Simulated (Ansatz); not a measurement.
# AlGa3As4: the band gap up the ladder of functionals

An exercise on one series of results from a longer session: the logs are not shown, and one member is left open.

Code: Ansatz 0.2.0. PAW datasets, plane waves. No spin polarisation and no zero-point or thermal motion; the cell was built from a prototype and may be hypothetical.

## The system as given

The cell was relaxed beforehand with r2SCAN.

Space group Amm2 (No. 38), orthorhombic; a = 4.012 Å, b = 8.021 Å, c = 11.329 Å in the conventional setting, 22.79 Å³ an atom. Near Al stand 4 As at 2.45 Å; near Ga stand 4 As at 2.45–2.46 Å; near As stand 2 Al at 2.45 Å and 2 Ga at 2.45 Å; near As stand 1 Al at 2.45 Å and 3 Ga at 2.45–2.46 Å.

The structure in full:

```cif
data_structure
_symmetry_space_group_name_H-M 'Amm2'
_symmetry_Int_Tables_number 38
_cell_length_a 4.0123
_cell_length_b 8.0206
_cell_length_c 11.3293
_cell_angle_alpha 90.000
_cell_angle_beta 90.000
_cell_angle_gamma 90.000
_cell_volume 364.59
loop_
_atom_site_label
_atom_site_type_symbol
_atom_site_symmetry_multiplicity
_atom_site_Wyckoff_symbol
_atom_site_fract_x
_atom_site_fract_y
_atom_site_fract_z
_atom_site_occupancy
Al1 Al 2 a 0.00000 0.50000 0.50040 1
Ga1 Ga 4 e 0.50000 0.25038 0.75001 1
Ga2 Ga 2 a 0.00000 0.50000 0.99969 1
As1 As 2 b 0.50000 0.50000 0.62469 1
As2 As 4 d 0.00000 0.24963 0.87513 1
As3 As 2 b 0.50000 0.50000 0.12495 1
```

Set-up of the first run:

Contents of input.yaml:

```yaml
crystal:
  lattice:
    - [4.0123053743, 0.0, 0.0]
    - [0.0, 4.0103010711, 5.6646705986]
    - [0.0, -4.0103010711, 5.6646705986]
  atoms:
    - { symbol: Al, position: [0.0, 0.0004024272, 0.0004024272] }
    - { symbol: Ga, position: [0.5, 0.0003885069, 0.4996264072] }
    - { symbol: Ga, position: [0.5, 0.4996264072, 0.0003885069] }
    - { symbol: Ga, position: [0.0, 0.49968973, 0.49968973] }
    - { symbol: As, position: [0.5, 0.124690215, 0.124690215] }
    - { symbol: As, position: [0.0, 0.1247619215, 0.6254947796] }
    - { symbol: As, position: [0.0, 0.6254947796, 0.1247619215] }
    - { symbol: As, position: [0.5, 0.6249460126, 0.6249460126] }
kpoints:
  mp_grid: { grid: [6, 4, 4] }
  band_path:
    path:
      - [[0.0, 0.0, 0.0], [0.0, 0.5, 0.5], [0.0, 0.624701854296, 0.375298145704]]
      - [[0.0, 0.375298145704, -0.375298145704], [0.0, 0.0, 0.0], [0.5, 0.0, 0.0], [0.5, 0.375298145704, -0.375298145704]]
      - [[0.5, 0.624701854296, 0.375298145704], [0.5, 0.5, 0.5], [0.0, 0.5, 0.5]]
      - [[0.0, 0.0, 0.0], [0.0, 0.5, 3.061442857211e-17], [0.5, 0.5, 3.061442857211e-17], [0.5, 0.0, 0.0], [0.5, 0.5, 0.5]]
    npoints: 10
hamiltonian:
  xc: pbe
scf:
  occupations: { method: fermi_dirac, width: 0.02 }
  n_extra_bands: 6
output:
  forces: true
  stress: true
  eigenvalues: true
```

Started as:

```bash
$ ansatz run input.yaml --threads 4 --pin off --max-ram 6451MiB --backend cpu --events-out ev --progress --plain --runs-dir out
```

Steps of the session up to this table: PBE bands along the symmetry lines; r2SCAN at the same geometry; HSE06 at the same geometry; Single point with PBE+SOC; Single point with PBE0.

One of the session's tables, all rows but one given; the rest of the session is left out.

| level | gap (eV) |
| --- | --- |
| PBE | ? |
| r2SCAN | 1.18 |
| HSE06 | 1.60 |
| PBE+SOC | 0.60 |
| PBE0 | 2.24 |

Q: Estimate the row for PBE from the others.

**Answer.** gap (eV): 0.70. In the column «gap (eV)» it lies between PBE+SOC (0.60) and r2SCAN (1.18).

Meshes: PBE 6×4×4, r2SCAN 6×4×4, HSE06 4×2×2, PBE+SOC 6×4×4, PBE0 4×2×2

In words: The gap runs from 0.60 eV (PBE+SOC) to 2.24 eV (PBE0). Against HSE06, PBE is short by 0.90 eV, at 44 % of it, and r2SCAN 74 %. PBE0 lies 0.64 eV above HSE06, which differs from it by screening the long-range exchange.

To keep in mind: Warnings in the runs' records: stress exchange threshold loose, stress scf threshold loose.
